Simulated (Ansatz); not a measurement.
# AlN under changes of volume

One of the cells (10.417 Å³/atom); the others are scaled copies at fixed shape and fractional positions:

```xyz
2
Lattice="0.0000 2.1840 2.1840 2.1840 0.0000 2.1840 2.1840 2.1840 0.0000" Properties=species:S:1:pos:R:3 pbc="T T T"
Al    0.0000    0.0000    0.0000
N     1.0920    1.0920    1.0920
```

Measurements of this composition are mostly on another form, of space group No. 186.

| Item | Value |
| --- | --- |
| Program | Ansatz 0.2.0 |
| Functional | rPW86-PBE |
| Dispersion | rVV10 |
| Potentials or basis | Ansatz PAW |
| Cutoff | 420 eV (not typed: the program's choice for these potentials) |
| k mesh | 10 × 10 × 10 |
| Occupations | fermi-dirac, width 0.05 eV |
| Spin | no spin polarisation |

```csv
volume (Å³/atom),energy over the lowest point (meV/atom),pressure (GPa),gap on the mesh (eV)
9.792,55.35,20.7,3.52
10.001,32.09,15.3,3.51
10.209,15.47,10.3,3.50
10.417,4.99,5.9,3.48
10.626,0.00,1.8,3.47
10.834,0.04,-1.8,3.45
11.042,?,?,?
```

What does the run at 11.042 Å³/atom give?

Energy over the lowest point 4.68 meV/atom; pressure -5.2 GPa; gap on the mesh 3.44 eV.

Worked out: A Birch-Murnaghan fit of order 3 (a polynomial in V^(-2/3)) to the other rows has its minimum at 10.73 Å³/atom with B0 = V·E''(V) = 191 GPa and B' = 3.6. It gives 4.72 meV/atom at 11.042 Å³/atom, against the run's 4.68, and -dE/dV = -5.3 GPa, against -5.2. A straight line through the other rows of the gap, of slope -0.691 eV per unit of ln V, extrapolates to 3.44 eV, against the run's 3.44.

Energies are extrapolated to zero smearing.

Caveats: the PAW data sets come from PBE, with cores solved anew for the run's functional, which leaves a small shift of forces and pressure.

A mesh can miss the band edges.
